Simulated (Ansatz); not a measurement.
Born–Oppenheimer molecular dynamics of a periodic cell of 24 atoms, SnO$_{2}$ (start crystal SnO2, start structure P4_2/mnm, volume 1.05 times the crystal's). It goes on from the last frame of an earlier run, with new velocities.

These are results of DFT PBE, scalar-relativistic, plane waves, PAW (Ansatz 0.2.0), not measurements. Settings: accuracy low, PAW set soft_1, cutoff 420 eV, k mesh 2x2x2, fermi-dirac smearing 0.3 eV, no spin polarisation.

```json
{"ensemble": "NVT, Nosé–Hoover chain", "time step": "1 fs", "steps asked": "260", "set temperature": "2100 K", "thermostat": "time constant 50 fs, chain length 3", "seed": "55110"}
```

Frames 2 fs apart, positions in Å, forces in eV/Å.

Velocities at 170 fs (Å/ps):

```
Sn -0.37 -2.95 2.96
Sn -2.17 -3.58 -5.27
O 6.62 8.23 -5.02
O -7.15 27.32 8.76
O 3.13 -5.46 -9.44
O 1.14 7.83 7.43
Sn -0.13 -0.97 -0.35
Sn -2.28 6.37 5.74
O 0.67 -2.07 -2.88
O 10.78 18.92 14.40
O -7.13 0.75 9.86
O -17.96 19.67 -6.16
Sn -4.56 1.57 -0.86
Sn -1.46 -6.44 -5.46
O 1.50 0.81 10.33
O 12.42 -6.58 1.05
O 20.07 -8.40 -5.12
O 10.97 -0.79 8.56
Sn -0.05 1.60 1.68
Sn 4.35 -6.96 -1.47
O 20.10 6.44 4.69
O -1.35 4.88 -6.54
O 5.37 3.86 -17.41
O -9.70 8.93 9.92
```

```xyz
24
Lattice="-4.8429 -4.8429 0.0000 4.8429 -4.8429 0.0000 0.0000 0.0000 6.5202" Properties=species:S:1:pos:R:3:forces:R:3 time_fs=170 energy_less_start_eV=-4.509 T=2048
Sn 2.194 -2.670 1.499 2.53 -0.16 -1.94
Sn -0.008 -4.895 0.004 -0.98 -1.09 -4.85
O 0.949 -1.133 1.458 -0.92 0.21 -0.17
O 4.088 -3.917 1.541 -1.11 -0.96 -1.85
O 1.610 -3.696 -0.582 -0.49 0.31 2.24
O -1.493 -6.587 0.014 0.45 0.98 -1.34
Sn 2.689 -2.453 4.651 -1.09 1.16 0.29
Sn 0.124 -4.787 3.080 -6.60 -3.65 1.49
O 0.956 -1.151 4.484 1.00 -0.19 1.50
O 4.142 -3.826 4.700 1.25 -1.22 0.34
O 1.558 -3.707 3.114 4.31 3.87 0.31
O -1.232 -6.829 2.840 -0.94 1.98 1.47
Sn -2.315 -2.346 1.308 0.68 0.11 -0.79
Sn 0.092 0.023 -0.145 -0.10 -0.87 -0.30
O 0.961 -5.764 1.477 1.15 -0.90 -0.36
O -0.827 -3.848 1.397 0.15 0.78 1.45
O -2.990 -3.783 -0.237 -0.86 1.94 -0.17
O -1.286 -1.560 -0.379 -1.32 -0.17 0.77
Sn -2.612 -2.484 4.496 0.41 -0.27 0.80
Sn 0.112 -0.051 3.087 -0.74 -0.17 -0.80
O 0.628 -6.012 4.682 0.26 -0.02 0.72
O -1.304 -3.964 4.464 2.83 -2.10 -0.09
O -3.265 -3.502 2.599 -0.20 0.33 2.65
O -1.612 -1.388 3.122 0.31 0.11 -1.37
24
Lattice="-4.8429 -4.8429 0.0000 4.8429 -4.8429 0.0000 0.0000 0.0000 6.5202" Properties=species:S:1:pos:R:3:forces:R:3 time_fs=172 energy_less_start_eV=-4.279 T=1969
Sn 2.194 -2.675 1.504 2.32 -0.17 -2.03
Sn -0.012 -4.903 -0.007 -0.75 -1.23 -4.31
O 0.961 -1.117 1.447 -0.98 0.14 -0.09
O 4.073 -3.864 1.556 -0.64 -1.56 -1.83
O 1.615 -3.706 -0.598 -0.51 0.36 2.35
O -1.490 -6.570 0.027 0.35 0.90 -1.58
Sn 2.688 -2.455 4.650 -1.11 1.23 0.37
Sn 0.118 -4.775 3.091 -6.66 -3.92 1.22
O 0.958 -1.155 4.480 0.92 -0.13 1.58
O 4.165 -3.789 4.729 1.42 -1.43 -0.11
O 1.549 -3.701 3.134 4.60 4.12 0.21
O -1.269 -6.787 2.830 -0.69 1.94 1.87
Sn -2.324 -2.343 1.306 1.01 0.21 -0.95
Sn 0.089 0.010 -0.156 0.19 -0.39 0.07
O 0.966 -5.763 1.497 1.02 -0.74 -0.71
O -0.802 -3.860 1.401 -0.09 1.16 1.43
O -2.951 -3.797 -0.247 -1.25 1.86 -0.10
O -1.266 -1.562 -0.361 -1.41 -0.23 0.67
Sn -2.612 -2.481 4.500 0.45 -0.45 0.79
Sn 0.120 -0.065 3.084 -0.96 0.34 -1.00
O 0.668 -6.000 4.692 -0.10 0.04 0.63
O -1.303 -3.957 4.451 2.85 -2.12 -0.07
O -3.255 -3.494 2.567 -0.56 -0.13 3.11
O -1.631 -1.370 3.140 0.57 0.20 -1.52
24
Lattice="-4.8429 -4.8429 0.0000 4.8429 -4.8429 0.0000 0.0000 0.0000 6.5202" Properties=species:S:1:pos:R:3:forces:R:3 time_fs=174 energy_less_start_eV=-4.157 T=1926
Sn 2.194 -2.682 1.509 2.10 -0.10 -2.15
Sn -0.017 -4.910 -0.020 -0.58 -1.26 -3.71
O 0.971 -1.099 1.437 -0.99 0.03 -0.02
O 4.056 -3.814 1.567 -0.19 -2.07 -1.72
O 1.620 -3.716 -0.608 -0.49 0.44 2.42
O -1.487 -6.551 0.036 0.24 0.80 -1.76
Sn 2.688 -2.456 4.650 -1.08 1.24 0.44
Sn 0.111 -4.764 3.103 -6.09 -3.83 0.92
O 0.963 -1.160 4.480 0.80 -0.04 1.63
O 4.191 -3.756 4.758 1.46 -1.51 -0.49
O 1.551 -3.685 3.155 4.25 3.82 0.13
O -1.307 -6.741 2.824 -0.42 1.90 2.17
Sn -2.332 -2.340 1.304 1.31 0.32 -1.10
Sn 0.086 -0.003 -0.167 0.48 -0.02 0.35
O 0.973 -5.764 1.516 0.85 -0.55 -0.98
O -0.777 -3.869 1.409 -0.25 1.42 1.32
O -2.915 -3.807 -0.258 -1.55 1.81 -0.03
O -1.249 -1.565 -0.342 -1.50 -0.30 0.54
Sn -2.612 -2.478 4.503 0.59 -0.71 0.76
Sn 0.129 -0.079 3.080 -1.13 0.75 -1.17
O 0.709 -5.987 4.704 -0.44 0.14 0.53
O -1.296 -3.955 4.438 2.73 -2.00 0.01
O -3.246 -3.486 2.543 -0.89 -0.55 3.52
O -1.648 -1.351 3.154 0.81 0.26 -1.60
24
Lattice="-4.8429 -4.8429 0.0000 4.8429 -4.8429 0.0000 0.0000 0.0000 6.5202" Properties=species:S:1:pos:R:3:forces:R:3 time_fs=176 energy_less_start_eV=-4.153 T=1924
Sn 2.195 -2.688 1.514 1.90 0.04 -2.30
Sn -0.022 -4.919 -0.034 -0.47 -1.19 -3.06
O 0.978 -1.083 1.427 -0.96 -0.09 0.04
O 4.038 -3.769 1.574 0.23 -2.47 -1.55
O 1.623 -3.724 -0.613 -0.44 0.54 2.46
O -1.483 -6.530 0.042 0.12 0.68 -1.86
Sn 2.687 -2.457 4.649 -0.99 1.19 0.52
Sn 0.101 -4.754 3.116 -5.02 -3.49 0.58
O 0.970 -1.164 4.484 0.63 0.09 1.63
O 4.221 -3.727 4.786 1.37 -1.47 -0.82
O 1.563 -3.659 3.175 3.37 3.08 0.06
O -1.347 -6.690 2.823 -0.16 1.84 2.35
Sn -2.341 -2.336 1.301 1.54 0.39 -1.21
Sn 0.083 -0.017 -0.178 0.75 0.26 0.55
O 0.981 -5.767 1.532 0.65 -0.32 -1.16
O -0.753 -3.875 1.419 -0.33 1.57 1.10
O -2.883 -3.813 -0.269 -1.76 1.78 0.03
O -1.235 -1.568 -0.321 -1.58 -0.37 0.39
Sn -2.611 -2.475 4.508 0.81 -1.03 0.71
Sn 0.136 -0.092 3.077 -1.25 1.06 -1.27
O 0.748 -5.973 4.717 -0.75 0.24 0.41
O -1.282 -3.958 4.424 2.46 -1.74 0.19
O -3.239 -3.479 2.527 -1.13 -0.89 3.83
O -1.664 -1.332 3.165 1.00 0.27 -1.61
24
Lattice="-4.8429 -4.8429 0.0000 4.8429 -4.8429 0.0000 0.0000 0.0000 6.5202" Properties=species:S:1:pos:R:3:forces:R:3 time_fs=178 energy_less_start_eV=-4.229 T=1949
Sn 2.197 -2.693 1.517 1.73 0.25 -2.44
Sn -0.027 -4.927 -0.049 -0.41 -1.00 -2.38
O 0.984 -1.066 1.416 -0.89 -0.23 0.09
O 4.021 -3.731 1.577 0.62 -2.77 -1.37
O 1.625 -3.732 -0.612 -0.37 0.65 2.48
O -1.478 -6.508 0.042 -0.01 0.53 -1.90
Sn 2.685 -2.458 4.649 -0.81 1.12 0.65
Sn 0.089 -4.746 3.128 -3.66 -3.09 0.17
O 0.978 -1.169 4.491 0.42 0.26 1.60
O 4.255 -3.702 4.811 1.18 -1.34 -1.11
O 1.583 -3.627 3.196 2.22 2.09 -0.03
O -1.387 -6.634 2.828 0.08 1.73 2.37
Sn -2.348 -2.333 1.298 1.67 0.36 -1.21
Sn 0.081 -0.030 -0.188 1.00 0.46 0.69
O 0.992 -5.770 1.545 0.42 -0.07 -1.26
O -0.730 -3.877 1.432 -0.36 1.63 0.79
O -2.855 -3.814 -0.280 -1.88 1.76 0.10
O -1.226 -1.572 -0.299 -1.62 -0.42 0.21
Sn -2.611 -2.473 4.512 1.06 -1.35 0.61
Sn 0.144 -0.106 3.073 -1.31 1.28 -1.28
O 0.785 -5.959 4.731 -1.02 0.35 0.27
O -1.262 -3.965 4.412 2.03 -1.35 0.50
O -3.235 -3.475 2.521 -1.25 -1.09 4.00
O -1.677 -1.313 3.172 1.15 0.22 -1.55
24
Lattice="-4.8429 -4.8429 0.0000 4.8429 -4.8429 0.0000 0.0000 0.0000 6.5202" Properties=species:S:1:pos:R:3:forces:R:3 time_fs=180 energy_less_start_eV=-4.329 T=1982
Sn 2.199 -2.699 1.520 1.59 0.52 -2.55
Sn -0.032 -4.936 -0.064 -0.36 -0.73 -1.70
O 0.986 -1.049 1.406 -0.79 -0.38 0.12
O 4.006 -3.699 1.577 0.96 -2.97 -1.20
O 1.627 -3.737 -0.604 -0.27 0.79 2.47
O -1.474 -6.484 0.038 -0.16 0.36 -1.87
Sn 2.683 -2.458 4.649 -0.55 1.07 0.83
Sn 0.077 -4.738 3.141 -2.21 -2.82 -0.34
O 0.987 -1.173 4.503 0.17 0.45 1.53
O 4.291 -3.679 4.834 0.90 -1.15 -1.36
O 1.609 -3.589 3.217 1.03 1.04 -0.15
O -1.427 -6.575 2.838 0.28 1.55 2.25
Sn -2.356 -2.329 1.295 1.70 0.20 -1.08
Sn 0.079 -0.043 -0.199 1.19 0.59 0.79
O 1.003 -5.774 1.555 0.17 0.17 -1.29
O -0.708 -3.875 1.447 -0.35 1.63 0.42
O -2.831 -3.811 -0.290 -1.93 1.73 0.18
O -1.220 -1.577 -0.276 -1.61 -0.42 0.00
Sn -2.610 -2.471 4.516 1.30 -1.65 0.48
Sn 0.151 -0.118 3.068 -1.31 1.43 -1.20
O 0.820 -5.945 4.746 -1.22 0.44 0.12
O -1.237 -3.975 4.400 1.45 -0.84 0.97
O -3.233 -3.474 2.525 -1.22 -1.12 4.01
O -1.688 -1.292 3.175 1.25 0.12 -1.43
24
Lattice="-4.8429 -4.8429 0.0000 4.8429 -4.8429 0.0000 0.0000 0.0000 6.5202" Properties=species:S:1:pos:R:3:forces:R:3 time_fs=182 energy_less_start_eV=-4.404 T=2008
Sn 2.202 -2.705 1.522 1.49 0.82 -2.63
Sn -0.038 -4.945 -0.080 -0.31 -0.38 -1.04
O 0.988 -1.034 1.396 -0.67 -0.53 0.15
O 3.993 -3.674 1.574 1.24 -3.06 -1.03
O 1.627 -3.741 -0.591 -0.15 0.93 2.44
O -1.470 -6.459 0.030 -0.32 0.15 -1.78
Sn 2.681 -2.458 4.649 -0.21 1.06 1.10
Sn 0.064 -4.732 3.154 -0.81 -2.77 -1.00
O 0.997 -1.176 4.518 -0.10 0.64 1.43
O 4.329 -3.659 4.854 0.57 -0.93 -1.57
O 1.637 -3.549 3.238 -0.05 0.03 -0.32
O -1.466 -6.511 2.854 0.45 1.31 1.99
Sn -2.362 -2.325 1.291 1.62 -0.09 -0.80
Sn 0.077 -0.055 -0.209 1.32 0.65 0.84
O 1.015 -5.777 1.562 -0.09 0.39 -1.27
O -0.686 -3.870 1.463 -0.33 1.58 0.03
O -2.813 -3.804 -0.300 -1.92 1.68 0.27
O -1.218 -1.583 -0.254 -1.54 -0.38 -0.23
Sn -2.608 -2.470 4.521 1.50 -1.87 0.32
Sn 0.158 -0.131 3.063 -1.28 1.51 -1.06
O 0.852 -5.929 4.761 -1.35 0.49 -0.04
O -1.208 -3.987 4.391 0.71 -0.22 1.62
O -3.235 -3.475 2.538 -1.07 -0.97 3.85
O -1.695 -1.272 3.174 1.30 -0.03 -1.26
24
Lattice="-4.8429 -4.8429 0.0000 4.8429 -4.8429 0.0000 0.0000 0.0000 6.5202" Properties=species:S:1:pos:R:3:forces:R:3 time_fs=184 energy_less_start_eV=-4.419 T=2013
Sn 2.205 -2.711 1.523 1.40 1.11 -2.67
Sn -0.043 -4.954 -0.097 -0.23 0.02 -0.43
O 0.987 -1.020 1.386 -0.52 -0.68 0.16
O 3.982 -3.657 1.568 1.46 -3.07 -0.88
O 1.627 -3.743 -0.572 -0.03 1.07 2.37
O -1.466 -6.434 0.017 -0.50 -0.09 -1.64
Sn 2.679 -2.458 4.650 0.20 1.12 1.46
Sn 0.050 -4.726 3.166 0.51 -2.94 -1.81
O 1.006 -1.177 4.537 -0.38 0.82 1.30
O 4.369 -3.642 4.870 0.22 -0.72 -1.73
O 1.665 -3.509 3.258 -0.97 -0.86 -0.58
O -1.504 -6.445 2.875 0.58 1.00 1.65
Sn -2.368 -2.322 1.287 1.45 -0.48 -0.41
Sn 0.075 -0.068 -0.219 1.40 0.66 0.86
O 1.027 -5.779 1.566 -0.34 0.57 -1.22
O -0.665 -3.860 1.479 -0.31 1.50 -0.35
O -2.799 -3.793 -0.309 -1.88 1.61 0.39
O -1.220 -1.590 -0.232 -1.40 -0.27 -0.49
Sn -2.607 -2.469 4.525 1.62 -2.00 0.15
Sn 0.164 -0.143 3.058 -1.21 1.56 -0.85
O 0.880 -5.912 4.776 -1.39 0.49 -0.22
O -1.178 -3.999 4.386 -0.15 0.49 2.44
O -3.240 -3.478 2.560 -0.80 -0.69 3.55
O -1.699 -1.251 3.171 1.30 -0.21 -1.07
24
Lattice="-4.8429 -4.8429 0.0000 4.8429 -4.8429 0.0000 0.0000 0.0000 6.5202" Properties=species:S:1:pos:R:3:forces:R:3 time_fs=186 energy_less_start_eV=-4.370 T=1998
Sn 2.209 -2.716 1.523 1.32 1.36 -2.68
Sn -0.049 -4.963 -0.114 -0.12 0.47 0.14
O 0.985 -1.007 1.377 -0.36 -0.81 0.18
O 3.976 -3.647 1.560 1.59 -3.00 -0.75
O 1.628 -3.742 -0.547 0.09 1.20 2.27
O -1.464 -6.409 0.000 -0.70 -0.35 -1.45
Sn 2.677 -2.457 4.651 0.66 1.25 1.90
Sn 0.037 -4.721 3.177 1.68 -3.27 -2.74
O 1.014 -1.176 4.559 -0.64 0.96 1.16
O 4.409 -3.626 4.882 -0.14 -0.54 -1.84
O 1.691 -3.470 3.276 -1.71 -1.63 -0.92
O -1.540 -6.376 2.900 0.68 0.64 1.26
Sn -2.374 -2.318 1.283 1.22 -0.93 0.06
Sn 0.075 -0.080 -0.228 1.40 0.66 0.85
O 1.037 -5.779 1.567 -0.57 0.72 -1.13
O -0.645 -3.847 1.494 -0.30 1.40 -0.69
O -2.789 -3.778 -0.318 -1.82 1.49 0.53
O -1.226 -1.597 -0.211 -1.20 -0.10 -0.77
Sn -2.604 -2.469 4.530 1.66 -2.02 -0.02
Sn 0.170 -0.154 3.052 -1.13 1.58 -0.61
O 0.905 -5.894 4.790 -1.35 0.43 -0.42
O -1.149 -4.011 4.386 -1.03 1.23 3.37
O -3.246 -3.483 2.591 -0.48 -0.32 3.15
O -1.700 -1.231 3.165 1.26 -0.41 -0.86
```

Of the whole run (260 fs, mean temperature of the second half 2032 K): The conserved energy stayed within 0.43 meV per atom of its start (net change -0.2 meV per atom), so the integration is sound. A run of 0.26 ps of so small a system gives no equilibrium averages. Limits of this set-up: low accuracy level.

Run time: 35 min on 2 threads of Arm Neoverse V1 (shared host), peak memory 1 GiB.
